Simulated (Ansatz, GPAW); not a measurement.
SnO₂: GLLB-SC, run from Python

These are simulated results from GPAW 26.7.0, not measurements. The cell began as a database structure and was relaxed with r2SCAN in plane waves (Ansatz 0.2.0). All runs are without spin polarisation.

It is tetragonal, I4_1/amd (No. 141); conventional cell a = 3.999 Å, c = 10.203 Å, 13.60 Å³ an atom. Sn is surrounded by 6 O at 2.05–2.08 Å; O is surrounded by 3 Sn at 2.05–2.08 Å.

GLLB-SC is a model potential. Its fundamental gap is the Kohn-Sham gap plus a derivative discontinuity, which the script evaluates at the band edges among the listed k points. Its total energy isn't variational and serves nothing here.

The script, run.py:

```python
import json
from ase import Atoms
from gpaw import GPAW, PW, FermiDirac

atoms = Atoms(['Sn', 'Sn', 'O', 'O', 'O', 'O'],
              cell=[[-1.99963772, 1.99963772, 5.10125008], [1.99963772, -1.99963772, 5.10125008], [1.99963772, 1.99963772, -5.10125008]],
              scaled_positions=[[0.75, 0.25, 0.5], [0.0, 0.0, 0.0], [0.796339599, 0.796339599, 0.0], [0.953660401, 0.453660401, 0.5], [0.203660401, 0.203660401, 0.0], [0.546339599, 0.046339599, 0.5]],
              pbc=True)
calc = GPAW(mode=PW(400), xc='GLLBSC', kpts={'size': (6, 6, 6), 'gamma': True},
            occupations=FermiDirac(0.02), maxiter=100, legacy_gpaw=True, txt='gpaw.txt')
atoms.calc = calc
res = {'energy': atoms.get_potential_energy(force_consistent=True)}
res['electrons'] = calc.get_number_of_electrons()
res['k'] = calc.get_ibz_k_points().tolist()
res['levels'] = [calc.get_eigenvalues(kpt=i).tolist() for i in range(len(res['k']))]
points = [[0.0, 0.0, 0.0], [0.0, 0.0, 0.5], [0.25, 0.25, 0.25], [0.0, 0.5, 0.0], [0.5, 0.5, -0.5], [0.288414, 0.711586, -0.288414], [-0.288414, 0.288414, 0.288414], [-0.076828, 0.076828, 0.5], [0.5, 0.5, -0.076828], [0.1875, 0.1875, 0.270833]]
bands = calc.fixed_density(kpts=points, symmetry='off', nbands=round(res['electrons']) // 2 + 6, convergence={'bands': -2}, txt='bands.txt')
res['points'] = [bands.get_eigenvalues(kpt=i).tolist() for i in range(len(points))]
homo, lumo = bands.get_homo_lumo()
potential = calc.hamiltonian.xc.response.calculate_discontinuity_potential(homo, lumo)
res['discontinuity'] = bands.hamiltonian.xc.response.calculate_discontinuity(potential)
json.dump(res, open('results.json', 'w'))
print('free energy (eV):', round(res['energy'], 5))
```

Command: `python run.py`. It took 84 s on 1 thread of Arm Neoverse V1 (shared host), peak memory 0.24 GiB.

The log gpaw.txt, trimmed of paths, versions and times, then the last line on the terminal. An iter line gives the energy in eV and the logarithms of the changes of orbitals (plane waves alone) and density (c: converged):

```
___ ___ ___ _ _ _
 |   |   |_  | | | |

 | | | | | . | | | |

 |__ |  _|___|_____|  26.7.0
 |___|_|

Input parameters:
  kpts: {gamma: True,
         size: (6, 6, 6)}
  maxiter: 100
  mode: {ecut: 400.0,
         name: pw}
  occupations: {fixmagmom: False,
                name: fermi-dirac,
                width: 0.02}
  xc: GLLBSC

System changes: positions, numbers, cell, pbc, initial_charges, initial_magmoms

Initialize ...

species:
  Sn:
    name:    Tin
    Z:       50.0
    valence: 14
    core:    36
    charge:  0.0  # [|e|]
    compensation charges:
      type: gauss
      rc: 0.38  # [Å]
      lmax: 2
    cutoffs:
      filter: 2.23  # [Å]
      core: 2.35  # [Å]
    projectors
    | kind |    occ | energy [eV] | rcut [Å] |

    |------|--------|-------------|----------|

    |   5s |  2.000 |     -11.581 |    1.201 |

    |   5p |  2.000 |      -5.035 |    1.270 |

    |   4d | 10.000 |     -27.256 |    1.185 |

    |    s |        |      15.630 |    1.201 |

    |    p |        |      22.176 |    1.270 |

    |    d |        |      -0.045 |    1.185 |

    Using partial waves for Sn as LCAO basis

  O:
    name:    Oxygen
    Z:       8.0
    valence: 6
    core:    2
    charge:  0.0  # [|e|]
    compensation charges:
      type: gauss
      rc: 0.21  # [Å]
      lmax: 2
    cutoffs:
      filter: 1.17  # [Å]
      core: 0.83  # [Å]
    projectors
    | kind |    occ | energy [eV] | rcut [Å] |

    |------|--------|-------------|----------|

    |   2s |  2.000 |     -28.986 |    0.688 |

    |   2p |  4.000 |     -13.358 |    0.598 |

    |    s |        |      -1.774 |    0.688 |

    |    p |        |      13.853 |    0.598 |

    |    d |        |       0.000 |    0.619 |

    Using partial waves for O as LCAO basis

Reference energy: -344005.993459  # eV

Spin-paired calculation

Convergence criteria:
 Maximum [total energy] change in last 3 cyles: 0.0005 eV / valence electron
 Maximum integral of absolute [dens]ity change: 0.0001 electrons / valence electron
 Maximum integral of absolute [eigenst]ate change: 4e-08 eV^2 / valence electron
 Maximum number of scf [iter]ations: 100
 (Square brackets indicate name in SCF output, whereas a 'c' in
 the SCF output indicates the quantity has converged.)

Symmetries present (total): 8

  ( 1  1  1)  ( 1  0  0)  ( 0  1  0)  ( 0  0  1)  ( 0  0 -1)  ( 0 -1  0)
  ( 0  0 -1)  ( 0  1  0)  ( 1  0  0)  (-1 -1 -1)  ( 1  1  1)  (-1  0  0)
  ( 0 -1  0)  ( 0  0  1)  (-1 -1 -1)  ( 0  1  0)  (-1  0  0)  ( 0  0 -1)

  (-1  0  0)  (-1 -1 -1)
  ( 0 -1  0)  ( 0  0  1)
  ( 1  1  1)  ( 1  0  0)

216 k-points: 6 x 6 x 6 Monkhorst-Pack grid + [1/12,1/12,1/12]
30 k-points in the irreducible part of the Brillouin zone
       k-points in crystal coordinates                weights
   0:     0.00000000    0.00000000    0.00000000          1/216
   1:     0.16666667   -0.16666667    0.00000000          4/216
   2:     0.16666667   -0.16666667    0.16666667          4/216
   3:     0.16666667    0.00000000    0.00000000          8/216
   4:     0.16666667    0.16666667   -0.16666667          2/216
   5:     0.33333333   -0.33333333    0.00000000          4/216
   6:     0.33333333   -0.33333333    0.16666667          8/216
   7:     0.33333333   -0.33333333    0.33333333          4/216
   8:     0.33333333   -0.16666667    0.00000000         16/216
   9:     0.33333333   -0.16666667    0.16666667          8/216
          ...
  29:     0.50000000    0.50000000    0.50000000          1/216

Wave functions: Plane wave expansion
  Cutoff energy: 400.000 eV
  Number of coefficients (min, max): 1456, 1517
  Pulay-stress correction: 0.000000 eV/Ang^3 (de/decut=0.000000)
  Using FFTW library
  ScaLapack parameters: grid=1x1, blocksize=None
  Wavefunction extrapolation:
    Improved wavefunction reuse through dual PAW basis

Occupation numbers: Fermi-Dirac:
  width: 0.0200  # eV

Eigensolver
   Davidson(niter=2)

Densities:
  Coarse grid: 27*27*27 grid
  Fine grid: 54*54*54 grid
  Total Charge: 0.000000

Density mixing:
  Method: separate
  Backend: msr1
  Linear mixing parameter: 0.05
  old densities: 10
  Width of damping distribution: 1.1
  Damping of long wavelength oscillations: 20

Hamiltonian:
  XC and Coulomb potentials evaluated on a 54*54*54 grid
  Using the GLLBSC Exchange-Correlation functional
  External potential:
    NoExternalPotential

XC parameters: GLLBSC functional being used consists of
  -----------------------------------------------------------------------
  | Weight | Module     | Description                                   |

  -----------------------------------------------------------------------
  |  1.000 | SCREENING  | GGA_X_PBE_SOL with 2 nearest neighbor stencil |

  |  1.000 | RESPONSE   | eps=0.0500 eV                                 |

  |  1.000 | XC         | GGA_C_PBE_SOL with 2 nearest neighbor stencil |

  -----------------------------------------------------------------------

Memory estimate:
  Process memory now: 116.42 MiB
  Calculator: 45.77 MiB
    Density: 8.88 MiB
      Arrays: 3.90 MiB
      Localized functions: 1.97 MiB
      Mixer: 3.00 MiB
    Hamiltonian: 2.60 MiB
      Arrays: 2.55 MiB
      XC: 0.00 MiB
      Poisson: 0.00 MiB
      vbar: 0.05 MiB
    Wavefunctions: 34.29 MiB
      Arrays psit_nG: 23.61 MiB
      Eigensolver: 1.08 MiB
      Projections: 1.37 MiB
      Projectors: 6.79 MiB
      PW-descriptor: 1.45 MiB

Total number of cores used: 1

Number of atoms: 6
Number of atomic orbitals: 34
Number of bands in calculation: 34
Number of valence electrons: 52
Bands to converge: occupied

... initialized

Initializing position-dependent things.

Density initialized from atomic densities
Creating initial wave functions:
  34 bands from LCAO basis set
Positions:
   0 Sn     0.000000    1.999638    2.550625    ( 0.0000,  0.0000,  0.0000)
   1 Sn     0.000000    0.000000    0.000000    ( 0.0000,  0.0000,  0.0000)
   2 O      0.000000   -0.000000    8.124655    ( 0.0000,  0.0000,  0.0000)
   3 O     -0.000000    1.999638    4.628470    ( 0.0000,  0.0000,  0.0000)
   4 O      0.000000   -0.000000    2.077845    ( 0.0000,  0.0000,  0.0000)
   5 O      0.000000    1.999638    0.472780    ( 0.0000,  0.0000,  0.0000)

Unit cell:
           periodic     x           y           z      points  spacing
  1. axis:    yes   -1.999638    1.999638    5.101250    27     0.1379
  2. axis:    yes    1.999638   -1.999638    5.101250    27     0.1379
  3. axis:    yes    1.999638    1.999638   -5.101250    27     0.1047

  Lengths:   5.832654   5.832654   5.832654
  Angles:  139.900621 139.900621  58.004222

Effective grid spacing dv^(1/3) = 0.1606

iter:   1   -47.934800
iter:   2   -45.211668   -1.12  -0.86
iter:   3   -32.552088   -0.59  -0.90
iter:   4   -32.544085   -2.01  -1.40
iter:   5   -32.823899   -1.49  -1.53
iter:   6   -31.575617   -2.32  -1.59
iter:   7   -31.352247   -2.78  -2.35
iter:   8   -31.454696   -4.31  -2.52
iter:   9   -31.475978   -4.60  -3.05
iter:  10   -31.479310c  -5.50  -3.79
iter:  11   -31.481103c  -6.17  -4.30c
iter:  12   -31.481614c  -7.26  -4.38c
iter:  13   -31.480687c  -7.22  -4.54c
iter:  14   -31.480338c  -7.43c -5.09c

Converged after 14 iterations.

Energy contributions relative to reference atoms: (reference = -344005.993459)

Kinetic:        +45.832121
Potential:      -26.687453
External:        +0.000000
XC:             -49.837420
Entropy (-ST):   -0.000000
Local:           -0.787586
SIC:             +0.000000
--------------------------
Free energy:    -31.480338
Extrapolated:   -31.480338

GLLBSC response reference energy: 1.17070 eV (from HOMO)

Showing only first 2 kpts
 Kpt  Band  Eigenvalues  Occupancy
  0    24      0.67803    2.00000
  0    25      0.67878    2.00000
  0    26      3.79668    0.00000
  0    27      7.75801    0.00000

  1    24      0.69396    2.00000
  1    25      0.83423    2.00000
  1    26      5.20458    0.00000
  1    27      8.02129    0.00000

Fermi level: 1.93160

Gap: 2.626 eV
Transition (v -> c):
  (s=0, k=15, n=25, [0.33, 0.33, 0.17]) -> (s=0, k=0, n=26, [0.00, 0.00, 0.00])
Direct/indirect transitions are different
Direct gap: 3.118 eV
Transition at: (s=0, k=0, n=25, [0.00, 0.00, 0.00])

free energy (eV): -31.48034
```

The gap in the log is over the mesh alone; results.json adds the listed points. GLLB-SC gives a gap of 3.68 eV (2.632 eV Kohn-Sham over the listed points plus 1.046 eV discontinuity). On the same cell, plane-wave PBE (Ansatz, 10×10×10 k points and the special points) gives a gap of 1.70 eV and r2SCAN a gap of 2.33 eV; on shared hosts these took about 16 and 41 core-seconds on the 6-atom cell, against 84 for the script. Spin-orbit coupling, left out in all these runs, can cut or reorder the gap by tenths of an eV, up to about 1 eV with Pb or Bi.

Spin-orbit coupling is left out.
